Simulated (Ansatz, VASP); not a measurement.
## One calculation of WS2, two programs

The input INCAR:

```
SYSTEM = WS2
PREC = Accurate
ENCUT = 520
EDIFF = 1E-6
ISMEAR = -1
SIGMA = 0.02
LREAL = .FALSE.
LASPH = .TRUE.
NELM = 100
ALGO = Normal
ISIF = 2
LWAVE = .FALSE.
LCHARG = .FALSE.
GGA = PE
NBANDS = 20
```

KPOINTS

```
regular mesh
0
G
  6 6 4
  0 0 0
```

Contents of POSCAR:

```
WS2
1.0
    3.2287644061      0.0000000000      0.0000000000
   -1.6143822031      2.7961919985      0.0000000000
    0.0000000000      0.0000000000      5.9936451124
W S
1 2
Direct
    0.0000000000      0.0000000000      0.0000000000
    0.3333333333      0.6666666667      0.2566832689
    0.6666666667      0.3333333333      0.7433167311
```

Input for Ansatz:

```yaml
crystal:
  lattice:
    - [3.2287644061, 0.0, 0.0]
    - [-1.6143822031, 2.7961919985, 0.0]
    - [0.0, 0.0, 5.9936451124]
  atoms:
    - { symbol: W, position: [0.0, 0.0, 0.0] }
    - { symbol: S, position: [0.3333333333, 0.6666666667, 0.2566832689] }
    - { symbol: S, position: [0.6666666667, 0.3333333333, 0.7433167311] }
kpoints:
  mp_grid: { grid: [6, 6, 4] }
hamiltonian:
  xc: pbe
scf:
  occupations: { method: fermi_dirac, width: 0.02 }
  n_extra_bands: 4
output:
  forces: true
  stress: true
  eigenvalues: true
  write_density: true
  write_potential: true
  elf: true
  volumetric_format: npy
```

The cell was built by a generator and needn't be a form met in nature.

Alike in both runs: task single point; functional PBE; k mesh 6 × 6 × 4; occupations fermi-dirac, width 0.02 eV; no spin polarisation.

```csv
,VASP,Ansatz
version,VASP 6.6.1,Ansatz 0.2.0
potentials or method,"VASP PAW PBE potentials, release 64 (W_sv, S)","plane waves, PAW"
plane-wave cutoff (eV),520,420
valence electrons in the cell,26,26
```

|  | VASP | Ansatz | Ansatz less VASP |
| --- | --- | --- | --- |
| pressure (GPa) | 3.0 | 3.1 | +0.06 |
| largest component of the traceless stress (GPa) | 2.15 | 2.13 | -0.014 |
| rms of the force components (eV/Å) | 0.124 | 0.125 | +0.0007 |

Atom by atom the forces differ by 0.001 eV/Å (rms over components). With one functional, cell and mesh, what is left measures potentials, basis and numerics.

Caveats: the k mesh is coarse (spacing up to 0.37 Å⁻¹), so the values aren't converged; this functional lacks dispersion, which binds the layers, so the pressure and a relaxed spacing across them are unreliable. The runs have no spin-orbit coupling, so splittings on W are missing.
